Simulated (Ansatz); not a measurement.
**C (Fd-3m), a film clamped to a substrate**

Theory: Ansatz, DFT PBE, scalar-relativistic, plane waves, PAW. Cutoff 420 eV, Γ-centred 12×12×12 k-points, Gaussian smearing of 0.05 eV. No spin polarisation. Energies are free energies at this smearing, counted from the undisturbed cell; pressure is positive in compression.

Reference structure (relaxed at this level):

```
CELL_PARAMETERS angstrom
0.00000 1.78574 1.78574
1.78574 0.00000 1.78574
1.78574 1.78574 0.00000
ATOMIC_POSITIONS crystal
C 0.50000 0.50000 0.50000
C 0.75000 0.75000 0.75000
```

The cell (2 atoms, V0 = 11.39 Å³) is strained by p along both x and y and by q along z, fractional coordinates fixed. τp = (1/V0) ∂E/∂p = (σxx + σyy)(1 + p)(1 + q) and τq = (1/V0) ∂E/∂q = σzz(1 + p)², with tension positive.

```csv
p,q,ΔE (meV/atom),τp (GPa),τq (GPa)
0.000,0.000,0.00,-0.09,-0.04
-0.025,0.000,27.58,-63.54,-6.83
0.025,0.000,24.69,54.29,5.63
0.000,-0.025,11.97,-7.25,-27.19
0.000,0.025,11.36,5.21,25.37
```

Question: Get the second derivatives of the energy density.

Answer: Central differences give A = ∂τp/∂p = 2357 GPa (C11 + C22 + 2 C12), C = ∂τq/∂q = 1051 GPa (C33) and the cross term B = ∂τq/∂p = 249 GPa (C13 + C23); ∂τp/∂q = 249 GPa must equal B, and any difference shows higher-order terms. The ions are clamped. In a cubic crystal C11 = C = 1051, C12 = B/2 = 125 GPa and A should be 2(C11 + C12) = 2352 GPa; the bulk modulus is (C11 + 2 C12)/3 = 433 GPa.

Question: A film of this crystal grows with z along the normal on a substrate that imposes p. How does its thickness respond, and what does the misfit cost?

Answer: Count p and q from the stress-free cell. A free surface needs τq = 0, so q = −(B/C) p = -0.24 p. The energy density left is (A − B²/C) p²/2 = M p², with the biaxial modulus M = 1149 GPa; a misfit of 1 % costs 4.08 meV/atom, against 4.19 meV/atom if the thickness were held.

At p = -0.050 the energies along q are 198.7 (q = -0.050), 143.0 (q = -0.025), 116.0 (q = 0.000), 115.9 (q = 0.025), 140.8 (q = 0.050) meV/atom.

Question: Does the linear rule hold at this misfit?

Answer: A parabola through the lowest point and its neighbours has its minimum at q = 0.013, 112.8 meV/atom. With the stress left in the starting cell, τp0 and τq0, linear elasticity gives q = −(τq0 + Bp)/C = 0.012 and E = V0(τp0 p + τq0 q + Ap²/2 + Bpq + Cq²/2)/N = 102.2 meV/atom. The energies differ by more than a tenth, so the quadratic law fails here: the gap holds the anharmonic part, with some error from the wide steps. Cubic terms also shift the vertex of so wide a parabola.